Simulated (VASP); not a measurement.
**How the equilibrium volume moves from PBE to r2SCAN**

Computed equilibrium volume (Å³/atom) at each level. Volumes are each level's own minimum, from an equation of state or a relaxation of the cell. Space groups are those of the starting cells. Not every cell is the stable form of its formula. Spin polarisation and spin-orbit coupling are off unless named.

- PBE: VASP (PAW files made for PBE); cutoffs 480 to 600 eV; k meshes of 196 to 1000 points
- r2SCAN: VASP (PAW files made for PBE); cutoff 600 eV; k meshes of 125 to 1000 points

| crystal | PBE | r2SCAN |
| --- | --- | --- |
| ZnO (P6_3mc, 4 atoms) | 12.393 | 11.866 |
| SnO2 (P4_2/mnm, 6 atoms) | 12.597 | 12.132 |
| BaTiO3 (Pm-3m) | 13.135 | 12.872 |
| HfB (Fm-3m) | 14.133 | 14.042 |
| TiSi2 (Fddd, 6 atoms) | 14.144 | 13.983 |
| ZnS (P6_3mc, 4 atoms) | 20.242 | 19.596 |
| CdS (P6_3mc, 4 atoms) | 26.177 | 25.516 |

Question: How do the values move from PBE?

Answer: r2SCAN lies below PBE in 7 of 7 crystals, with a median shift of -2.5 % (-4.3 % for ZnO to -0.6 % for HfB). The figures use the values as printed. Meshes of this size aren't converged for the metals. Columns can differ in potentials, cutoffs, meshes, task and smearing within a row, which adds scatter of its own. Where several set-ups ran one level, the entry is one near their median; a run lay far from it for ZnS.

The contraction from PBE to r2SCAN is strongest in the oxides and sulfides of Zn, Sn and Cd, smaller in BaTiO3, and weakest in the metallic HfB and TiSi2. PBE commonly overestimates the volumes of ionic and polar covalent solids, so the shift goes in the expected direction. The uneven response probably reflects r2SCAN's use of the kinetic-energy density to tell closed-shell overlap from metallic bonding, though cores generated with PBE may also contribute where filled d shells lie close to the valence region.

The much larger volumes of ZnS and CdS compared with ZnO have a simpler origin, which both functionals capture: sulfide is larger and more polarisable than oxide, and Cd has a larger ionic radius than Zn. HfB and TiSi2 exchange places in the volume order, but their volumes are too close for this to carry chemical meaning. Without measured volumes corrected for thermal and zero-point expansion, the table shows the direction of the change, not whether r2SCAN corrects PBE fully or overshoots.
